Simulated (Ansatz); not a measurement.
# Ruthenium, hcp under revPBE: ground state and equation of state, part 1 of 2

What does revPBE give for ruthenium in the hcp structure? We relax it, solve it on a dense k-mesh, switch on spin-orbit coupling, then scale the cell to 7 volumes from 88 to 112 % of the relaxed one and try a fit of the equation of state. The k-meshes are 13×13×8 for the relaxation; 22×22×12 for the dense run; 13×13×7 for spin-orbit coupling; 22×22×12 for the volumes. It starts from a deposited cell (COD).

Program: Ansatz 0.2.0. Level of theory: DFT revPBE, plane waves (420 eV) with PAW, scalar-relativistic; PBE-made PAW files. These are calculated values, not measurements.

## (1) Starting point

Symmetry: P6_3/mmc, No. 194, hexagonal system. Conventional cell: a = 2.704 Å, b = 2.704 Å, c = 4.282 Å, α = 90.00°, β = 90.00°, γ = 120.00°. Around Ru (site symmetry -6m2) lie 12 Ru at 2.65 to 2.70 Å.

Coordinates:

```xyz
2
Lattice="2.7039 0.0000 0.0000 -1.3519 2.3416 0.0000 0.0000 0.0000 4.2817" Properties=species:S:1:pos:R:3 pbc="T T T"
Ru    0.0000    1.5611    1.0704
Ru    1.3519    0.7805    3.2113
```

## (2) Relaxation of the cell

Contents of input.yaml:

```yaml
crystal:
  lattice:
    - [2.7038898633, 0.0, 0.0]
    - [-1.3519449316, 2.3416373106, 0.0]
    - [0.0, 0.0, 4.28168]
  atoms:
    - { symbol: Ru, position: [0.3333333333, 0.6666666667, 0.25] }
    - { symbol: Ru, position: [0.6666666667, 0.3333333333, 0.75] }
hamiltonian:
  xc: revpbe
  pseudopotentials:
    kind: paw
    azcp:
      Ru: "pseudopotentials/Ru.paw.azcp"
basis:
  ecutwfc: 420
  fft_grid_basis: typed
kpoints:
  mp_grid: { grid: [13, 13, 8], shift: [0, 0, 0] }
magnetization:
  spin_polarized: false
scf:
  occupations: { method: fermi_dirac, width: 0.1 }
relax:
  max_steps: 60
  f_tol: 0.01
  cell: {}
```

Standard output, shortened:

```text
[...]
Pseudopotentials: kind: paw
Pseudopotential: Ru, paw, valence charge 16, recommended cutoff 420 eV (normal), <dir>
Functional definition: revPBE
[...]
Crystal: 2 atoms, lattice volume = 27.110 Å³
Basis set: ecut = 420 eV, 537 PW (Γ), exchange–correlation on 40×40×60 points (8 copies of the dense FFT grid, shifted against one another)
Bands: 20, of which v1, the nominal top of the filled ones, is band 16 counted from 1 (15 counted from 0)
Symmetry: 24 space group operations
Space group: P63/mmc (ITA 194), of the structure as read, at distance tolerance 3.0e-5 Å
k-points: 105 of 1352
[...]
SCF iter   1: F=—  HF=-11767.757550 eV  |F-HF|=—  |Δ(HF+E_count)|=         —  Δρ=6.47e-3  dr2=2.48e-3  ethr=1.77e-3  ⟨swp⟩=5.0  Hψ=19338  notcnv=0  defer=20
[...]
relax step   1: F+E_penalty+E_count = -11767.76075699 eV  Δ(F+E_penalty+E_count) = +0.000e0 eV  max|allowed force component| = 1.156e-17 eV/Å  Δτ_max = 0.0000 Å  P = +8.379 GPa  Ω = 27.110 Å³  (6 SCF iters, dr2 threshold 1.00e-7 eV, accepted)
[...]
relax step   4: F+E_penalty+E_count = -11767.77960704 eV  Δ(F+E_penalty+E_count) = -8.591e-5 eV  max|allowed force component| = 1.619e-17 eV/Å  Δτ_max = 0.0000 Å  P = +0.027 GPa  Ω = 27.836 Å³  energy of the carried Pulay correction = -4.144e-4 eV  (6 SCF iters, dr2 threshold 2.00e-7 eV, accepted)
[...]
relax step   5: F+E_penalty+E_count = -11767.77996859 eV  Δ(F+E_penalty+E_count) = -3.616e-4 eV  max|allowed force component| = 1.388e-17 eV/Å  Δτ_max = 0.0000 Å  P = +0.006 GPa  Ω = 27.836 Å³  stress off target by 7.35e-3 GPa  SCF on the basis re-selected at this cell (its energy is not [...]
SCF converged after 6 iterations
Free energy (F): -11767.779969 eV
[...]
E sigma→0 (E₀):  -11767.751475 eV
Entropy (-TS):   -0.056988 eV (-28.494 meV/atom)
Fermi energy:    22.904659 eV
[...]
--- Forces (eV/Å), atoms counted from 1 ---
  atom   1  Ru    -0.00000000    -0.00000000     0.00000000
  atom   2  Ru     0.00000000     0.00000000     0.00000000
[...]
--- Stress (GPa, compression-positive) ---
        0.007352       0.000000       0.000000
        0.000000       0.007352       0.000000
        0.000000       0.000000       0.003002
  P = ⅓ Tr σ = 0.0059 GPa (0.059 kbar)
--- Relaxed structure (4 steps of the walk, 4 accepted, 1 SCFs on fresh bases) ---
  F+E_penalty+E_count = -11767.77996859 eV   max|allowed force component| = 1.388e-17 eV/Å   (the final SCF, on the basis selected at the relaxed cell)
  cell:  # Å, volume = 27.8360 Å³
    - [2.7329762502935124, -2.9178053702500626e-11, 0.0]
    - [-1.3664881251214873, 2.366826860708309, 0.0]
    - [0.0, 0.0, 4.3033319778212435]
  atoms:
    - { symbol: Ru, position: [0.33333333333333326, 0.6666666666666666, 0.25] }
    - { symbol: Ru, position: [0.6666666666666666, 0.3333333333333333, 0.7500000000000001] }
```

Wall time 21 s (1 thread of an x86-64 CPU, shared host); peak memory 0.56 GiB.

The walk, from the log:

```
step  energy change (meV/atom)  largest force (eV/Å)  pressure (GPa)  volume (Å³/atom)
   1                      0.00                0.0000            8.38            13.555
   2                      0.21                0.0000           -7.43            14.299
   3                     -9.38                0.0000           -0.42            13.940
   4                     -9.43                0.0000            0.03            13.918
   5                     -9.61                0.0000            0.01            13.918
```

Steps that repeat a cell are solved on a basis chosen anew, so their changes of energy are no gain of the relaxation.

Changes in the cell that was computed:

|  | before | after | change |
| --- | --- | --- | --- |
| a (Å) | 2.704 | 2.733 | +1.1 % |
| b (Å) | 2.704 | 2.733 | +1.1 % |
| c (Å) | 4.282 | 4.303 | +0.5 % |
| volume (Å³/atom) | 13.555 | 13.918 | +2.7 % |
| shortest distance (Å) | 2.650 | 2.668 | +0.7 % |
| space group (spins left aside) | P6_3/mmc | P6_3/mmc | same |

## (3) The energy on a finer k-mesh

Contents of input.yaml:

```yaml
crystal:
  lattice:
    - [2.7329762503, 0.0, 0.0]
    - [-1.3664881251, 2.3668268607, 0.0]
    - [0.0, 0.0, 4.3033319778]
  atoms:
    - { symbol: Ru, position: [0.3333333333, 0.6666666667, 0.25] }
    - { symbol: Ru, position: [0.6666666667, 0.3333333333, 0.75] }
hamiltonian:
  xc: revpbe
  pseudopotentials:
    kind: paw
    azcp:
      Ru: "pseudopotentials/Ru.paw.azcp"
basis:
  ecutwfc: 420
  fft_grid_basis: typed
kpoints:
  mp_grid: { grid: [22, 22, 12], shift: [0, 0, 0] }
magnetization:
  spin_polarized: false
scf:
  occupations: { method: fermi_dirac, width: 0.1 }
```

Standard output, shortened:

```text
[...]
[... 3 set-up lines as earlier in the session ...]
[...]
Crystal: 2 atoms, lattice volume = 27.836 Å³
Basis set: ecut = 420 eV, 537 PW (Γ)
Bands: 20, of which v1, the nominal top of the filled ones, is band 16 counted from 1 (15 counted from 0)
[... 2 set-up lines as earlier in the session ...]
k-points: 364 of 5808
[...]
SCF iter   1: F=—  HF=-11767.778974 eV  |F-HF|=—  |Δ(HF+E_count)|=         —  Δρ=6.37e-3  dr2=2.49e-3  ethr=1.77e-3  ⟨swp⟩=5.0  Hψ=66637  notcnv=0  defer=71
[...]
SCF iter   6: F=-11767.782426 eV  HF=-11767.782426 eV  |F-HF|=1.13e-10  |Δ(HF+E_count)|=   3.11e-8  Δρ=2.32e-6  dr2=3.91e-10  ethr=3.13e-10  ⟨swp⟩=2.0  Hψ=16062  notcnv=0
[...]
SCF converged after 6 iterations
Free energy (F): -11767.782426 eV
[...]
E sigma→0 (E₀):  -11767.755218 eV
Entropy (-TS):   -0.054417 eV (-27.208 meV/atom)
Fermi energy:    22.881970 eV
[...]
```

Wall time 14 s (1 thread of an x86-64 CPU, shared host); peak memory 0.64 GiB.

## (4) Spin-orbit coupling switched on

Changes to input.yaml since step 3:

```diff
@@ -11,3 +11,3 @@
   pseudopotentials:
-    kind: paw
+    kind: paw_fr
     azcp:
@@ -18,5 +18,6 @@
 kpoints:
-  mp_grid: { grid: [22, 22, 12], shift: [0, 0, 0] }
+  mp_grid: { grid: [13, 13, 7], shift: [0, 0, 0] }
 magnetization:
-  spin_polarized: false
+  noncollinear: true
+  spin_orbit: true
 scf:
```

Standard output, shortened:

```text
[...]
Pseudopotentials: kind: paw_fr
Pseudopotential: Ru, paw_fr, valence charge 16, recommended cutoff 420 eV (normal), <dir>
[... 1 set-up line as earlier in the session ...]
[...]
non-collinear run that drives no moment, with spin-orbit: no starting moment large enough to seed its density (crystal.atoms[].spin), no starting occupations that ask for one, no magnetisation constraint and no magnetic field, so the semilocal B_xc is pinned to zero
Crystal: 2 atoms, lattice volume = 27.836 Å³
Basis set: ecut = 420 eV, 537 PW (Γ)
Bands: 40, of which v1, the nominal top of the filled ones, is band 32 counted from 1 (31 counted from 0)
Symmetry: 24 space group operations + 24 with time reversal
Magnetic group: BNS 194.264 (UNI 1494), of the structure as read, at distance tolerance 3.0e-5 Å
k-points: 84 of 1183
Projection manifold: j_resolved (fully-relativistic pseudo-atomic orbitals)
[...]
SCF iter   1: F=—  HF=-11772.142513 eV  |F-HF|=—  |Δ(HF+E_count)|=         —  Δρ=1.20e-1  dr2=3.94e0  dr2_m=0.00e0 (ungated)  ethr=3.10e-3  |M|=0.00e0 ∫|m|=0.00e0 μB  |m|>n=0.0e0 m-floor=0.0e0 τ_xc=0.0e0  β_m=0.30  ⟨swp⟩=7.7  Hψ=8037  notcnv=0
[...]
SCF iter   7: F=-11770.916727 eV  HF=-11770.916727 eV  |F-HF|=9.59e-10  |Δ(HF+E_count)|=   7.93e-9  Δρ=3.56e-6  dr2=2.09e-9  dr2_m=0.00e0 (ungated)  ethr=1.10e-10  |M|=0.00e0 ∫|m|=0.00e0 μB  |m|>n=0.0e0 m-floor=0.0e0 τ_xc=0.0e0  ⟨swp⟩=1.0  Hψ=4995  notcnv=0
[...]
SCF converged after 7 iterations
Magnetization: |M| = 0.0000 μB,  M = (+0.0000, +0.0000, +0.0000) μB
Absolute magnetization: 0.0000 μB (∫|m|)
  site 0: m = (+0.0000, +0.0000, +0.0000) μB, |m| = 0.0000 μB  (R = 1.10 Å)
  site 1: m = (+0.0000, +0.0000, +0.0000) μB, |m| = 0.0000 μB  (R = 1.10 Å)
Free energy (F): -11770.916727 eV
[...]
E sigma→0 (E₀):  -11770.886025 eV
Entropy (-TS):   -0.061403 eV (-30.701 meV/atom)
Fermi energy:    22.911926 eV
[...]
```

Run time: 14 s. Hardware: 1 thread of an x86-64 CPU, shared host; peak memory 0.55 GiB.

With and without spin-orbit coupling:

```
                          scalar-relativistic      with spin-orbit coupling
         k-mesh                      22×22×12                       13×13×7
gap on the mesh  none (levels filled in part)  none (levels filled in part)
```

The meshes differ, so small differences between the columns need not come from spin-orbit coupling.

## (5) At 88 % of the relaxed volume

Contents of input.yaml:

```yaml
crystal:
  lattice:
    - [2.6189673349, 0.0, 0.0]
    - [-1.3094836674, 2.2680922437, 0.0]
    - [0.0, 0.0, 4.123814058]
  atoms:
    - { symbol: Ru, position: [0.3333333333, 0.6666666667, 0.25] }
    - { symbol: Ru, position: [0.6666666667, 0.3333333333, 0.75] }
hamiltonian:
  xc: revpbe
  pseudopotentials:
    kind: paw
    azcp:
      Ru: "pseudopotentials/Ru.paw.azcp"
basis:
  ecutwfc: 420
  fft_grid_basis: typed
kpoints:
  mp_grid: { grid: [22, 22, 12], shift: [0, 0, 0] }
magnetization:
  spin_polarized: false
scf:
  occupations: { method: fermi_dirac, width: 0.1 }
output:
  stress: true
```

Standard output, shortened:

```text
[...]
[... 3 set-up lines as earlier in the session ...]
[...]
Crystal: 2 atoms, lattice volume = 24.496 Å³
Basis set: ecut = 420 eV, 487 PW (Γ)
Bands: 20, of which v1, the nominal top of the filled ones, is band 16 counted from 1 (15 counted from 0)
[... 1 set-up line as earlier in the session ...]
Space group: P63/mmc (ITA 194), of the structure as read, at distance tolerance 2.9e-5 Å
k-points: 364 of 5808
[...]
SCF iter   1: F=—  HF=-11767.301074 eV  |F-HF|=—  |Δ(HF+E_count)|=         —  Δρ=7.23e-3  dr2=2.49e-3  ethr=1.77e-3  ⟨swp⟩=5.0  Hψ=67473  notcnv=0  defer=58
[...]
SCF iter   6: F=-11767.302774 eV  HF=-11767.302774 eV  |F-HF|=3.09e-10  |Δ(HF+E_count)|=   3.95e-9  Δρ=3.76e-6  dr2=4.88e-10  ethr=1.17e-10  ⟨swp⟩=2.0  Hψ=25091  notcnv=0
[...]
SCF converged after 6 iterations
Free energy (F): -11767.302774 eV
[...]
E sigma→0 (E₀):  -11767.280806 eV
Entropy (-TS):   -0.043937 eV (-21.969 meV/atom)
Fermi energy:    26.713180 eV
[...]
--- Stress (GPa, compression-positive) ---
       50.586773      -0.000000       0.000000
       -0.000000      50.586773       0.000000
        0.000000       0.000000      55.093904
  P = ⅓ Tr σ = 52.0892 GPa (520.892 kbar)
```

Wall time 11 s (1 thread of an x86-64 CPU, shared host); peak memory 0.64 GiB.

(Continued in part 2 of 2.)
